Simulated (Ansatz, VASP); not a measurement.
## AlN: VASP beside Ansatz

Contents of INCAR:

```
PREC = Accurate
ENCUT = 520
EDIFF = 1E-6
ISMEAR = -1
SIGMA = 0.02
LREAL = F
LASPH = T
NELM = 60
ALGO = Normal
ISIF = 2
LWAVE = F
LCHARG = T
GGA = PE
LELF = T
LVHAR = T
NBANDS = 11
```

Contents of KPOINTS:

```
regular mesh
0
Gamma
  10 10 10
```

Contents of POSCAR:

```
AlN
1.0
    0.0000000000      2.1018439580      1.9618133969
    2.1018439580      0.0000000000      1.9618133969
    2.1018439580      2.1018439580      0.0000000000
Al N
1 1
Direct
    0.0000000000      0.0000000000      0.0000000000
    0.5000000000      0.5000000000      0.5000000000
```

Input for Ansatz:

```yaml
crystal:
  lattice:
    - [0.0, 2.101843958, 1.9618133969]
    - [2.101843958, 0.0, 1.9618133969]
    - [2.101843958, 2.101843958, 0.0]
  atoms:
    - { symbol: Al, position: [0.0, 0.0, 0.0] }
    - { symbol: "N", position: [0.5, 0.5, 0.5] }
kpoints:
  mp_grid: { grid: [10, 10, 10] }
  band_path:
    path:
      - [0.0, 0.0, 0.0]
      - [0.5, 0.0, 0.5]
      - [0.625, 0.25, 0.625]
      - [0.375, 0.375, 0.75]
      - [0.5, 0.5, 0.5]
      - [0.5, 0.25, 0.75]
      - [0.5, 0.5, 0.0]
    npoints: 1
hamiltonian:
  xc: pbe
scf:
  occupations: { method: fermi_dirac, width: 0.02 }
  n_extra_bands: 4
output:
  forces: true
  stress: true
  eigenvalues: true
```

Change from the starting cell: epitaxial_xy strain +4.1%.

Alike in both runs: task single point; functional PBE; k mesh 10 × 10 × 10; occupations fermi-dirac, width 0.02 eV; no spin polarisation.

```csv
,VASP,Ansatz
version,VASP 6.6.1,Ansatz 0.2.0
potentials or method,"VASP PAW PBE potentials, release 64 (Al, N)","plane waves, PAW"
plane-wave cutoff (eV),520,420
valence electrons in the cell,8,8
```

VASP gave:

```
gap on the k mesh at the Fermi level (eV)       : 3.69
pressure (GPa)                                  : -4.7
largest component of the traceless stress (GPa) : 11.20
```

Task: Which values does Ansatz return?

Result: gap on the k mesh at the Fermi level (eV): 3.72; pressure (GPa): -4.4; largest component of the traceless stress (GPa): 11.25.

With one functional, cell and mesh, what is left measures potentials, basis and numerics.

A k mesh can miss the band edges.
